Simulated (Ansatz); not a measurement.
Rows from a G0W0 calculation on GaN (P6_3mc) (Ansatz 0.2.0; G0W0 on PBE, plane waves, PAW; 6×6×4 mesh, 290 empty bands, screening to 200 eV), in eV. Spin-orbit coupling is left out.

The database entry behind the starting cell differs from later determinations by our own check (about 0.3 % short, ideal inner coordinate), so it need not match the best structure at ambient conditions.

| row | k | band | start | Σx | Σc at the solution | Vxc |
| --- | --- | --- | --- | --- | --- | --- |
| A | Γ | c2 | 14.155 | -10.193 | -4.629 | -15.319 |
| B | Γ | c1 | 11.818 | -11.515 | -3.889 | -15.784 |
| C | Γ | v1 | 9.854 | -23.959 | 2.876 | -20.307 |

Question: Work out each quasiparticle level and how far it moved.

The quasiparticle equation reads E = start + Σx + Σc(E) − Vxc.

| row | E (eV) | shift (eV) |
| --- | --- | --- |
| A | 14.652 | +0.497 |
| B | 12.198 | +0.380 |
| C | 9.078 | −0.776 |

Limits: not at the basis limit; no spin-orbit coupling.

[Runs of the session that timed out or met a known fault of the program may be left out.]

[Cells called generated may have been cut or substituted from an entry of the Crystallography Open Database or the Materials Project.]

[Hosts, paths, dates, database ids (printed as entryN), source tags and the programs' standing remarks are cut or masked in the printed files.]
